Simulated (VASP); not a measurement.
Write the native input for VASP 6.6.1 that does the following.

```
Task                   : single point
Functional             : PBE
Potentials or basis    : VASP PAW PBE potentials, release 64 (Cd)
Cutoff                 : 520 eV
k mesh                 : 10 × 10 × 5
Occupations            : fermi-dirac, width 0.05 eV
Spin                   : no spin polarisation
Further INCAR settings : ALGO = Normal; EDIFF = 1e-07; NBANDS = 19
```

The structure of Cd lies in POSCAR:

```
Cd
1.0
    2.9788700000      0.0000000000      0.0000000000
   -1.4894350000      2.5797770946      0.0000000000
    0.0000000000      0.0000000000      5.6176500000
Cd
2
Direct
    0.6558780000      0.3294790000      0.7612670000
    0.3121480000      0.6811190000      0.2579970000
```

The cell isn't the ideal one: atoms moved at random, drawn with an rms of 0.05 Å.

These files were run (other wordings do the same):

INCAR

```
SYSTEM = Cd
ALGO = Normal
EDIFF = 1E-7
ENCUT = 520
GGA = PE
ISIF = 2
ISMEAR = -1
LASPH = .TRUE.
LCHARG = .FALSE.
LREAL = .FALSE.
LWAVE = .FALSE.
NBANDS = 19
NELM = 80
PREC = Accurate
SIGMA = 0.05
```

KPOINTS

```
k-points
0
G
  10 10 5
  0 0 0
```

Potentials or basis: VASP PAW PBE potentials, release 64 (Cd).

Launch:

```console
$ cat potpaw_PBE.64/Cd/POTCAR > POTCAR
$ mpirun -np 1 vasp_std > vasp.out
```

It gave:

The pressure is 3.2 GPa and the largest force is 0.042 eV/Å. The band gap on the k mesh is none (metal or under the smearing width).

Run time: 85 s on 1 thread of Intel(R) Xeon(R) Platinum 8488C (Sapphire Rapids), with other jobs on the host, peak memory 0.28 GiB.
